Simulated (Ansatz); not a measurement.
Relaxed bulk P:

```cif
data_structure
_symmetry_space_group_name_H-M 'Cmce'
_symmetry_Int_Tables_number 64
_cell_length_a 3.2996
_cell_length_b 11.0199
_cell_length_c 4.5553
_cell_angle_alpha 90.000
_cell_angle_beta 90.000
_cell_angle_gamma 90.000
_cell_volume 165.64
loop_
_atom_site_label
_atom_site_type_symbol
_atom_site_symmetry_multiplicity
_atom_site_Wyckoff_symbol
_atom_site_fract_x
_atom_site_fract_y
_atom_site_fract_z
_atom_site_occupancy
P1 P 8 f 0.00000 0.90457 0.91156 1
```

Miller indices refer to the conventional cell of Cmce (No. 64), a = 3.300 Å, b = 11.020 Å, c = 4.555 Å, α = 90.00°, β = 90.00°, γ = 90.00°. The bulk's gap is 0.24 eV.

The calculation used Ansatz 0.2.0, DFT r2SCAN, scalar-relativistic, plane waves, PAW. Cutoff 500 eV, Gaussian smearing of 0.05 eV, no spin polarisation. A dipole correction acts along the normal.

The slab's middle planes relax by over 3 % too, so it holds no bulk-like region. On relaxing, some neighbouring planes pass each other, so their spacing turns negative.

A relaxed slab with low-index faces, about a nanometre thick, has these properties:

```
Surface energy (mean of both faces)   : 0.89 J/m²
Gap of the slab on the mesh           : none (metal or semimetal)
Work function                         : 5.16 eV (top), 5.61 eV (bottom)
Dipole of the slab along +c, per cell : 0.10 e·Å
```

Question: Which low-index plane was cut?

Answer: The (011) plane.

Gaps are read on the k points sampled, so a band crossing between them can be missed.